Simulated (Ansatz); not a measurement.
**SiC: frozen normal mode**

Level of theory: DFT PBE, scalar-relativistic, plane waves, PAW (Ansatz 0.2.0). The runs took a 420 eV cutoff, a Γ-centred 12×12×12 mesh and Gaussian smearing (0.05 eV). No spin polarisation. Energies are free energies at this smearing, counted from the undisturbed cell; pressure is positive in compression.

Reference structure (as given, not relaxed at this level; it stands at 4.8 GPa):

```
Si C
1.0
     0.00000    2.17400    2.17400
     2.17400    0.00000    2.17400
     2.17400    2.17400    0.00000
Si C
1 1
Direct
  0.00000 0.00000 0.00000
  0.75000 0.75000 0.75000
```

A zone-centre mode of this cell is frozen in: each atom moves by x times its row below, so x is the largest displacement.
```
atom ux uy uz
 Si1  -0.247  -0.247  -0.247
  C2   0.577   0.577   0.577
```

| x (Å) | ΔE (meV/cell) | force along the mode (eV/Å) | pressure (GPa) | gap on the mesh (eV) |
| --- | --- | --- | --- | --- |
| -0.1200 | 223.6 | 3.25 | 7.5 | 0.46 |
| -0.0900 | 134.1 | 2.70 | 6.5 | 0.67 |
| -0.0600 | 63.4 | 1.98 | ? | ? |
| -0.0300 | 16.9 | 1.09 | 5.0 | 1.12 |
| 0.0000 | 0.0 | 0.00 | 4.8 | 1.35 |
| 0.0300 | 19.0 | ? | ? | 1.23 |
| 0.0600 | 80.5 | -2.84 | 5.9 | 1.11 |
| 0.0900 | 192.0 | -4.64 | 7.3 | 0.98 |
| 0.1050 | 269.1 | -5.65 | 8.3 | 0.92 |
| 0.1200 | 361.9 | ? | ? | 0.86 |

Task: Give the withheld values.

Result: pressure (GPa) at x (Å) = -0.0600: 5.6; gap on the mesh (eV) at x (Å) = -0.0600: 0.89; force along the mode (eV/Å) at x (Å) = 0.0300: -1.30; pressure (GPa) at x (Å) = 0.0300: 5.1; force along the mode (eV/Å) at x (Å) = 0.1200: -6.73; pressure (GPa) at x (Å) = 0.1200: 9.5.